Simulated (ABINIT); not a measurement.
Crystal: FeO (Wuestite).

```
Fe O
1.0
     1.51882    0.87689    2.51958
    -1.51882    0.87689    2.51958
     0.00000   -1.75378    2.51958
Fe O
1 1
Direct
  0.00000 0.00000 0.00000
  0.50000 0.50000 0.50000
```

* Program: ABINIT 10.8.3 (patched build)
* Task: relaxation of cell and atoms
* Functional: LDA
* Potentials or basis: JTH PAW LDA v2.0
* Cutoff: 707 eV
* k mesh: 8 × 8 × 8
* Occupations: fermi-dirac, width 0.05 eV
* Spin: collinear spin, ferromagnetic start
* Starting moments: [3.0, 0.0] μB
* Hubbard terms: Fe d U = 6.2 eV

At the start: pressure -13.8 GPa; volume 10.07 Å³/atom.

How do energy, volume and symmetry change on relaxing?

Over 8 steps the energy falls by 33.0 meV/atom and the volume is 9.36 Å³/atom (-7.0 %); space group Fm-3m (No. 225, to 0.05 Å); moment 4.00 μB per cell.

The path:
| step | energy change (eV) | largest force (eV/Å) | pressure (GPa) | volume (Å³) |
| --- | --- | --- | --- | --- |
| 1 | 0.0000 | 0.0000 | -13.77 | 20.13 |
| 2 | -0.0536 | 0.0000 | -6.39 | 19.30 |
| 3 | -0.0654 | 0.0000 | 0.89 | 18.64 |
| 4 | -0.0656 | 0.0000 | -0.01 | 18.72 |
| 5 | -0.0657 | 0.0000 | -0.07 | 18.72 |
| 6 | -0.0660 | 0.0000 | -0.20 | 18.74 |
| 7 | -0.0660 | 0.0000 | -0.06 | 18.72 |
| 8 | -0.0660 | 0.0000 | 0.00 | 18.72 |

Final structure:
```
CELL_PARAMETERS angstrom
1.49019 0.86036 2.43349
-1.49019 0.86036 2.43349
0.00000 -1.72072 2.43349
ATOMIC_POSITIONS crystal
Fe 0.00000 0.00000 0.00000
O 0.50000 0.50000 0.50000
```

The cell as given is a measured one (10.07 Å³/atom); LDA+U puts the equilibrium volume -7.0 % from it, thermal expansion not counted.

Caveat: a cell with one magnetic atom can't hold antiferromagnetic order, which such compounds often take.
